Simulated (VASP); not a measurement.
# TiSe2 (P-3m1) in VASP: settings compared

One crystal, TiSe2, is run at these levels: PBE, optB86b-vdW; tasks: relaxation of cell and atoms.

The COD entry that gives the cell may itself be a prediction, so a difference from it is no test against experiment.

All numbers are computed with VASP 6.6.1; they aren't measurements. Logs are shortened: lines on timing, memory, paths and dates and some standing lists are left out, and cuts for length are marked.

## Step 1: The crystal as given

Symmetry: P-3m1, No. 164, trigonal system. The conventional cell has a = 3.536 Å, b = 3.536 Å, c = 6.004 Å, α = 90.00°, β = 90.00°, γ = 120.00°. Around Ti (site symmetry -3m) lie 6 Se at 2.55 Å. Around Se (site symmetry 3m) lie 3 Ti at 2.55 Å.

## Step 2: Relaxation of cell and atoms, PBE

INCAR reads:

```
SYSTEM = TiSe2
PREC = Accurate ; ENCUT = 600
EDIFF = 1E-6 ; ISMEAR = 1
SIGMA = 0.1 ; LREAL = .FALSE.
LASPH = .TRUE. ; NELM = 80
ALGO = Normal ; ISIF = 3
LWAVE = .FALSE. ; LCHARG = .FALSE.
GGA = PE ; IBRION = 2
NSW = 90 ; EDIFFG = -0.01
```

KPOINTS reads:

```
Automatic mesh
0
G
  12 12 6
  0 0 0
```

POSCAR reads:

```
TiSe2
1.0
    3.5360000000      0.0000000000      0.0000000000
   -1.7680000000      3.0622658278      0.0000000000
    0.0000000000      0.0000000000      6.0040000000
Ti Se
1 2
Direct
    0.0000000000      0.0000000000      0.0000000000
    0.3333333333      0.6666666667      0.2552000000
    0.6666666667      0.3333333333      0.7448000000
```

Potentials or basis: VASP PAW PBE potentials, release 64 (Ti_sv, Se).

On the command line:

```
$ cat potpaw_PBE.64/Ti_sv/POTCAR potpaw_PBE.64/Se/POTCAR > POTCAR
$ mpirun -np 1 vasp_std > vasp.out
```

OUTCAR:

```text
SYSTEM = TiSe2
   PREC = Accurate
   ENCUT = 600
   EDIFF = 1E-6
   ISMEAR = 1
   LREAL = .FALSE.
   LASPH = .TRUE.
   NELM = 80
   ISIF = 3
   GGA = PE
   IBRION = 2
   NSW = 90
   EDIFFG = -0.01

 ion  position               nearest neighbor table
   1  0.000  0.000  0.000-   2 2.55   3 2.55   3 2.55   2 2.55   3 2.55   2 2.55
   2  0.333  0.667  0.255-   1 2.55   1 2.55   1 2.55
   3  0.667  0.333  0.745-   1 2.55   1 2.55   1 2.55

  LATTYP: Found a hexagonal cell.
 ALAT       =     3.5360000000
 C/A-ratio  =     1.6979638009

  Lattice vectors:

 A1 = (   3.5360000000,   0.0000000000,   0.0000000000)
 A2 = (  -1.7680000000,   3.0622658278,   0.0000000000)
 A3 = (   0.0000000000,   0.0000000000,   6.0040000000)

Analysis of symmetry for initial positions (statically):
=====================================================================
 Subroutine PRICEL returns:
 Original cell was already a primitive cell.

 Routine SETGRP: Setting up the symmetry group for a
 hexagonal supercell.

 Subroutine GETGRP returns: Found 12 space group operations
 (whereof 12 operations were pure point group operations)
 out of a pool of 24 trial point group operations.

The static configuration has the point symmetry D_3d.

Analysis of symmetry for dynamics (positions and initial velocities):
=====================================================================
 Subroutine PRICEL returns:
 Original cell was already a primitive cell.

 Routine SETGRP: Setting up the symmetry group for a
 hexagonal supercell.

 Subroutine GETGRP returns: Found 12 space group operations
 (whereof 12 operations were pure point group operations)
 out of a pool of 24 trial point group operations.

The dynamic configuration has the point symmetry D_3d.

 Subroutine INISYM returns: Found 12 space group operations
 (whereof 12 operations are pure point group operations),
 and found     1 'primitive' translations

----------------------------------------------------------------------------------------

                                     Primitive cell

  volume of cell :      65.0123

  direct lattice vectors                    reciprocal lattice vectors
     3.536000000  0.000000000  0.000000000     0.282805430  0.163277791  0.000000000
    -1.768000000  3.062265828  0.000000000     0.000000000  0.326555582  0.000000000
     0.000000000  0.000000000  6.004000000     0.000000000  0.000000000  0.166555630

  length of vectors
     3.536000000  3.536000000  6.004000000     0.326555582  0.326555582  0.166555630

  position of ions in fractional coordinates (direct lattice)
     0.000000000  0.000000000  0.000000000
     0.333333333  0.666666667  0.255200000
     0.666666667  0.333333333  0.744800000

  ion indices of the primitive-cell ions
   primitive index   ion index
                 1           1
                 2           2
                 3           3

----------------------------------------------------------------------------------------

 KPOINTS: Automatic mesh

Automatic generation of k-mesh.
 Grid dimensions read from file:
 generate k-points for:   12   12    6

 Generating k-lattice:

  Cartesian coordinates                     Fractional coordinates (reciprocal lattice)
     0.023567119  0.013606483  0.000000000     0.083333333  0.000000000  0.000000000
     0.000000000  0.027212965  0.000000000     0.000000000  0.083333333  0.000000000
     0.000000000  0.000000000  0.027759272     0.000000000  0.000000000  0.166666667

  Length of vectors
     0.027212965  0.027212965  0.027759272

  Shift w.r.t. Gamma in fractional coordinates (k-lattice)
     0.000000000  0.000000000  0.000000000

 Subroutine IBZKPT returns following result:
 ===========================================

 Found    100 irreducible k-points:

 Following reciprocal coordinates:
            Coordinates               Weight
  0.000000  0.000000  0.000000      1.000000
  0.083333  0.000000  0.000000      6.000000
  0.166667  0.000000  0.000000      6.000000
  0.250000  0.000000  0.000000      6.000000
  0.333333  0.000000  0.000000      6.000000
  0.416667  0.000000  0.000000      6.000000
[... 16 lines left out ...]
  0.166667  0.000000  0.166667      6.000000
  0.000000  0.166667  0.166667      6.000000
 [... further k-points ...]
   k-points           NKPTS =    100   k-points in BZ     NKDIM =    100   number of bands    NBANDS=     16
   number of dos      NEDOS =    301   number of ions     NIONS =      3
   total plane-waves  NPLWV =  37632
   dimension x,y,z NGX =    28 NGY =   28 NGZ =   48
   dimension x,y,z NGXF=    56 NGYF=   56 NGZF=   96
   ions per type =               1   2
   NGX,Y,Z   is equivalent  to a cutoff of  13.16, 13.16, 13.29 a.u.
   NGXF,Y,Z  is equivalent  to a cutoff of  26.33, 26.33, 26.58 a.u.
 SYSTEM =  TiSe2
   PREC   = accura    normal or accurate (medium, high low for compatibility)
   ISTART =      0    job   : 0-new  1-cont  2-samecut
[... 47 lines left out ...]

 number of electron      24.0000001 magnetization

 Free energy of the ion-electron system (eV)
  ---------------------------------------------------
  ext. energy  EPLUGINS =         0.00000000
  ---------------------------------------------------
  free energy    TOTEN  =       -18.17606113 eV

  energy without entropy =      -18.17651070  energy(sigma->0) =      -18.17621099

------------------------ aborting loop because EDIFF is reached ----------------------------------------

  FORCE on cell =-STRESS in cart. coord.  units (eV):
  Direction    XX          YY          ZZ          XY          YZ          ZX
  --------------------------------------------------------------------------------------
  -------------------------------------------------------------------------------------
  Total        0.5138638      0.5138638      0.9429478      0.0000000     -0.0000000      0.0000000
  in kB       12.6637630     12.6637630     23.2381950      0.0000000     -0.0000000      0.0000000
  external PRESSURE =      16.1885737 kB  Pullay stress =       0.0000000 kB
[... 92 lines left out ...]
  FREE ENERGIE OF THE ION-ELECTRON SYSTEM (eV)
  ---------------------------------------------------
  free  energy   TOTEN  =       -18.1825907548 eV

  energy  without entropy=      -18.1829055522  energy(sigma->0) =      -18.18269569

 E-fermi :   3.9245     XC(G=0):  -9.4675

 val. band max:        3.9176328177   @ k =   0.0833   0.0000   0.0000
 cond. band min:       3.9248114180   @ k =   0.0000   0.0833   0.1667
 fundamental gap:      0.0071786002
 Fermi energy:         3.9244659079

 k-point     1 :       0.0000    0.0000    0.0000
  band No.  band energies     occupation
      1     -53.6671      2.00000
      2     -29.8922      2.00000
      3     -29.8768      2.00000
      4     -29.8768      2.00000
      5      -9.8152      2.00000
      6      -8.7218      2.00000
[... 8 lines left out ...]
     15       4.5698     -0.00000
     16       7.4183      0.00000
[... 420 lines left out ...]
  band No.  band energies     occupation
      1     -53.6651      2.00000
      2     -29.9000      2.00000
      3     -29.8872      2.00000
      4     -29.8821      2.00000
      5      -9.4991      2.00000
      6      -8.6368      2.00000
[... 8 lines left out ...]
     15       5.3311     -0.00000
     16       6.6411      0.00000

 [... further k-points ...]

[... ionic steps 4 to 13 ...]

--------------------------------------- Ionic step       14  -------------------------------------------

 number of electron      24.0000000 magnetization

------------------------ aborting loop because EDIFF is reached ----------------------------------------

  FORCE on cell =-STRESS in cart. coord.  units (eV):
  Direction    XX          YY          ZZ          XY          YZ          ZX
  --------------------------------------------------------------------------------------
  -------------------------------------------------------------------------------------
  Total        0.1218372      0.1218372     -0.1328260     -0.0000000      0.0000000      0.0000000
  in kB        2.6935142      2.6935142     -2.9364482     -0.0000000      0.0000000      0.0000000
  external PRESSURE =       0.8168601 kB  Pullay stress =       0.0000000 kB
[... 59 lines left out ...]
  energy  without entropy=      -18.2046278332  energy(sigma->0) =      -18.20534232

--------------------------------------- Ionic step       16  -------------------------------------------

 number of electron      23.9999999 magnetization

 Free energy of the ion-electron system (eV)
  ---------------------------------------------------
  ext. energy  EPLUGINS =         0.00000000
  ---------------------------------------------------
  free energy    TOTEN  =       -18.20610852 eV

  energy without entropy =      -18.20546885  energy(sigma->0) =      -18.20589530

 E-fermi :   3.6438     XC(G=0):  -9.3046

 val. band max:        3.6286312782   @ k =   0.4167   0.0000   0.5000
 cond. band min:       3.6894033130   @ k =   0.0000   0.4167   0.1667
 fundamental gap:      0.0607720348
 Fermi energy:         3.6437627854

 k-point     1 :       0.0000    0.0000    0.0000
  band No.  band energies     occupation
      1     -54.0008      2.00000
      2     -30.2207      2.00000
      3     -30.2072      2.00000
      4     -30.2072      2.00000
      5      -9.9937      2.00000
      6      -8.9397      2.00000
[... 8 lines left out ...]
     15       4.3146     -0.00000
     16       7.0796      0.00000
[... 420 lines left out ...]
  band No.  band energies     occupation
      1     -53.9990      2.00000
      2     -30.2283      2.00000
      3     -30.2162      2.00000
      4     -30.2120      2.00000
      5      -9.6927      2.00000
      6      -8.8550      2.00000
[... 8 lines left out ...]
     15       5.0206     -0.00000
     16       6.2952      0.00000

 [... further k-points ...]

------------------------ aborting loop because EDIFF is reached ----------------------------------------

  FORCE on cell =-STRESS in cart. coord.  units (eV):
  Direction    XX          YY          ZZ          XY          YZ          ZX
  --------------------------------------------------------------------------------------
  -------------------------------------------------------------------------------------
  Total        0.0071206      0.0071206      0.0084770     -0.0000000      0.0000000      0.0000000
  in kB        0.1567009      0.1567009      0.1865526     -0.0000000      0.0000000      0.0000000
  external PRESSURE =       0.1666514 kB  Pullay stress =       0.0000000 kB
[... 18 lines left out ...]
  FREE ENERGIE OF THE ION-ELECTRON SYSTEM (eV)
  ---------------------------------------------------
  free  energy   TOTEN  =       -18.2061085213 eV

  energy  without entropy=      -18.2054688525  energy(sigma->0) =      -18.20589530

 reached required accuracy - stopping structural energy minimisation
```

Run time: 8 min. Hardware: 1 thread of Intel Xeon 6975P-C (Granite Rapids), shared host; peak memory 0.29 GiB.

Results:

- Free energy: -18.2061 eV
- Relaxed volume: 24.27 Å³/atom
- Relaxed cell: a = 3.545 Å, b = 3.545 Å, c = 6.690 Å, α = 90.00°, β = 90.00°, γ = 120.00°
- Space group after relaxing (to 0.05 Å): P-3m1 (No. 164)
- Energy gained by relaxing: 10.0 meV/atom
- Ionic steps: 16
- Pressure after relaxing: 0.0 GPa
- Largest force after relaxing: 0.004 eV/Å
- Band gap on the k mesh: none (metal or under the smearing width)

Forces in eV/Å, atoms in the order of the input:
```
Ti   0.000  0.000  0.000
Se   0.000  0.000  0.004
Se   0.000  0.000 -0.004
```

Step by step:
| step | energy change (eV) | largest force (eV/Å) | pressure (GPa) | volume (Å³) |
| --- | --- | --- | --- | --- |
| 1 | 0.0000 | 0.0782 | 1.62 | 65.01 |
| 2 | -0.0030 | 0.2986 | -1.13 | 67.09 |
| 3 | -0.0065 | 0.1414 | 0.00 | 66.20 |
| 4 | -0.0089 | 0.1301 | 0.04 | 66.40 |
| 5 | -0.0146 | 0.0981 | 0.12 | 67.02 |
| 6 | -0.0226 | 0.0320 | 0.39 | 68.25 |
| 7 | -0.0255 | 0.1046 | 1.11 | 70.64 |
| 8 | -0.0269 | 0.0691 | 0.88 | 71.06 |
| 9 | -0.0289 | 0.0347 | 0.15 | 72.30 |
| 10 | -0.0289 | 0.0415 | 0.14 | 72.38 |
| 11 | -0.0289 | 0.0545 | 0.04 | 72.54 |
| 12 | -0.0289 | 0.0500 | 0.04 | 72.49 |
| 13 | -0.0289 | 0.0457 | 0.07 | 72.44 |
| 14 | -0.0291 | 0.0409 | 0.08 | 72.47 |
| 15 | -0.0296 | 0.0258 | 0.06 | 72.58 |
| 16 | -0.0300 | 0.0043 | 0.02 | 72.80 |

Final structure:
```
Ti Se
1.0
     3.54485    0.00000    0.00000
    -1.77243    3.06993    0.00000
     0.00000    0.00000    6.69000
Ti Se
1 2
Direct
  0.00000 0.00000 0.00000
  0.33333 0.66667 0.23116
  0.66667 0.33333 0.76884
```

Caveat: this functional lacks dispersion, which binds the layers, so the pressure and a relaxed spacing across them are unreliable; the volume moved by +12 % from the deposited cell, more than functionals usually miss.

## Step 3: Relaxation of cell and atoms, PBE

This run uses another cell than the first one, of 24.27 Å³/atom, 1.120 times its volume.

INCAR reads:

```
SYSTEM = TiSe2
PREC = Accurate ; ENCUT = 600
EDIFF = 1E-7 ; ISMEAR = 1
SIGMA = 0.1 ; LREAL = .FALSE.
LASPH = .TRUE. ; NELM = 80
ALGO = Normal ; ISIF = 3
LWAVE = .FALSE. ; LCHARG = .FALSE.
GGA = PE ; IBRION = 2
NSW = 90 ; EDIFFG = -0.005
```

KPOINTS is that of step 2.

POSCAR reads:

```
TiSe2                                   
1.0
    3.5448522870     -0.0000000000      0.0000000000
   -1.7724261435      3.0699321332     -0.0000000000
   -0.0000000000      0.0000000000      6.6900029453
  Ti              Se            
     1     2
Direct
     0.0000000000000000    1.0000000000000000    0.0000000000000000
     0.3333333332999970    0.6666666667000030    0.2311554277339931
     0.6666666667000030    0.3333333332999970    0.7688445722660070
```

Potentials or basis: VASP PAW PBE potentials, release 64 (Ti_sv, Se).

On the command line:

```
$ cat potpaw_PBE.64/Ti_sv/POTCAR potpaw_PBE.64/Se/POTCAR > POTCAR
$ mpirun -np 1 vasp_std > vasp.out
```

It took 83 s on 1 thread of Intel Xeon 6975P-C (Granite Rapids), shared host; peak memory 0.29 GiB.

It converged, with:

* Free energy: -18.2071 eV
* Pressure after relaxing: 0.0 GPa
* Largest force after relaxing: 0.004 eV/Å
* Band gap on the k mesh: none (metal or under the smearing width)

Forces on the atoms (eV/Å):
```
Ti   0.000  0.000  0.000
Se   0.000  0.000  0.004
Se   0.000  0.000 -0.004
```

Final structure:
```
Ti Se
1.0
     3.54485    0.00000    0.00000
    -1.77243    3.06993    0.00000
     0.00000    0.00000    6.69000
Ti Se
1 2
Direct
  0.00000 0.00000 0.00000
  0.33333 0.66667 0.23116
  0.66667 0.33333 0.76884
```

Levels at points of the mesh, in eV from the Fermi level:
```tsv
k point	band 10	band 11	band 12	band 13	band 14	band 15
(0.00, 0.00, 0.00)	-0.53	0.47	0.47	0.50	0.50	0.67
(0.50, 0.00, 0.00)	-2.25	-2.18	-1.11	0.08	1.35	1.72
(0.00, 0.00, 0.50)	-2.05	0.45	0.45	0.47	0.47	1.08
(0.50, 0.00, 0.50)	-2.30	-1.53	-1.00	-0.08	1.35	1.71
```

Caveat: the relaxation stopped at its first step, so nothing moved; this functional lacks dispersion, which binds the layers, so the pressure and a relaxed spacing across them are unreliable.

## Step 4: Relaxation of cell and atoms, optB86b-vdW

INCAR reads:

```
SYSTEM = TiSe2
PREC     = Accurate       ! precision mode
ENCUT    = 600            ! plane-wave cutoff, eV
EDIFF    = 1E-6           ! SCF threshold, eV
ISMEAR   = 1              ! smearing method
SIGMA    = 0.1            ! smearing width, eV
LREAL    = .False.        ! projectors in reciprocal space
LASPH    = .True.         ! aspherical terms in the spheres
NELM     = 80             ! most SCF steps
ALGO     = Normal         ! electronic algorithm
ISIF     = 3              ! what is computed and relaxed
LWAVE    = .False.        ! write WAVECAR
LCHARG   = .False.        ! write CHGCAR
GGA      = MK             ! functional
LUSE_VDW = .True.       
AGGAC    = 0.0          
PARAM1   = 0.1234       
PARAM2   = 1.0          
IBRION   = 2              ! ionic algorithm
NSW      = 90             ! ionic steps
EDIFFG   = -0.01          ! ionic threshold
```

KPOINTS reads:

```
Automatic mesh
0
Gamma
  12 12 6
  0 0 0
```

POSCAR reads:

```
TiSe2
1.0
    3.5360000000      0.0000000000      0.0000000000
   -1.7680000000      3.0622658278      0.0000000000
    0.0000000000      0.0000000000      6.0040000000
Ti Se
1 2
Direct
    0.0000000000      0.0000000000      0.0000000000
    0.3333333333      0.6666666667      0.2552000000
    0.6666666667      0.3333333333      0.7448000000
```

On the command line:

```
$ cat potpaw_PBE.64/Ti_sv/POTCAR potpaw_PBE.64/Se/POTCAR > POTCAR
$ mpirun -np 1 vasp_std > vasp.out
```

It took 12 min on 1 thread of Intel Xeon Platinum 8488C (Sapphire Rapids), shared host; peak memory 0.5 GiB.

Results (log left out):

```
Free energy                            : -12.4301 eV
Relaxed volume                         : 21.46 Å³/atom
Relaxed cell                           : a = 3.522 Å, b = 3.522 Å, c = 5.993 Å, α = 90.00°, β = 90.00°, γ = 120.00°
Space group after relaxing (to 0.05 Å) : P-3m1 (No. 164)
Energy gained by relaxing              : 0.7 meV/atom
Ionic steps                            : 12
Pressure after relaxing                : 0.0 GPa
Largest force after relaxing           : 0.004 eV/Å
Band gap on the k mesh                 : none (metal or under the smearing width)
```

Forces on the atoms (eV/Å):
```
Ti   0.000  0.000  0.000
Se   0.000  0.000  0.004
Se   0.000  0.000 -0.004
```

The path:
```tsv
step	energy change (eV)	largest force (eV/Å)	pressure (GPa)	volume (Å³)
1	0.0000	0.1046	-0.02	65.01
2	-0.0013	0.0273	-0.26	64.99
3	-0.0015	0.0064	-0.36	64.98
4	-0.0018	0.0316	0.15	64.47
5	-0.0018	0.0193	0.00	64.63
6	-0.0018	0.0186	-0.01	64.64
7	-0.0019	0.0185	-0.01	64.60
8	-0.0021	0.0168	0.01	64.47
9	-0.0021	0.0146	0.07	64.20
10	-0.0022	0.0165	0.05	64.36
11	-0.0021	0.0296	-0.21	64.43
12	-0.0022	0.0036	-0.04	64.38
```

Final structure:
```
Ti Se
1.0
     3.52184    0.00000    0.00000
    -1.76092    3.05001    0.00000
     0.00000    0.00000    5.99337
Ti Se
1 2
Cartesian
  0.0000 0.0000 0.0000
  0.0000 2.0333 1.5461
  1.7609 1.0167 4.4472
```

Levels at points of the mesh, in eV from the Fermi level:
```
           k point  band 8  band 9  band 10  band 11  band 12  band 13  band 14  band 15  band 16
(0.00, 0.00, 0.00)   -2.26   -2.26     0.21     0.46     0.46     0.53     0.53     0.61     3.27
(0.50, 0.00, 0.00)   -3.76   -2.76    -2.73    -2.25    -1.35     0.08     1.36     1.76     3.17
(0.00, 0.00, 0.50)   -2.66   -2.20    -2.20     0.29     0.29     0.45     0.45     1.22     3.62
(0.50, 0.00, 0.50)   -4.58   -2.73    -2.48    -1.18    -0.92    -0.19     1.36     1.73     3.04
```

Caveat: the PAW data sets were made with another functional, which shifts forces and pressure a little.
